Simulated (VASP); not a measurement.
CdO (Monteponite):

```
CELL_PARAMETERS angstrom
0.00000 2.34950 2.34950
2.34950 0.00000 2.34950
2.34950 2.34950 0.00000
ATOMIC_POSITIONS crystal
Cd 0.00000 0.00000 0.00000
O 0.50000 0.50000 0.50000
```

```yaml
Program: VASP 6.6.1
Task: relaxation of cell and atoms
Functional: PW91
Potentials_or_basis: VASP PAW PBE potentials, release 64 (Cd, O)
Cutoff: 600 eV
k_mesh: 10 × 10 × 10
Occupations: fermi-dirac, width 0.05 eV
Spin: no spin polarisation
```

At the start: pressure 7.1 GPa; volume 12.97 Å³/atom.

Q: How do energy, volume and symmetry change on relaxing?

A: Over 3 steps the energy falls by 13.6 meV/atom and the volume is 13.62 Å³/atom (+5.0 %); space group Fm-3m (No. 225, to 0.05 Å).

Step by step:
```csv
step,energy change (eV),largest force (eV/Å),pressure (GPa),volume (Å³)
1,0.0000,0.0000,7.06,25.94
2,-0.0160,0.0000,-3.86,28.14
3,-0.0272,0.0000,-0.01,27.24
```

Final structure:
```
Cd O
1.0
     0.00000    2.38814    2.38814
     2.38814    0.00000    2.38814
     2.38814    2.38814    0.00000
Cd O
1 1
Direct
  0.00000 0.00000 0.00000
  0.50000 0.50000 0.50000
```

Caveat: the PAW data sets were made with another functional, which shifts forces and pressure a little.
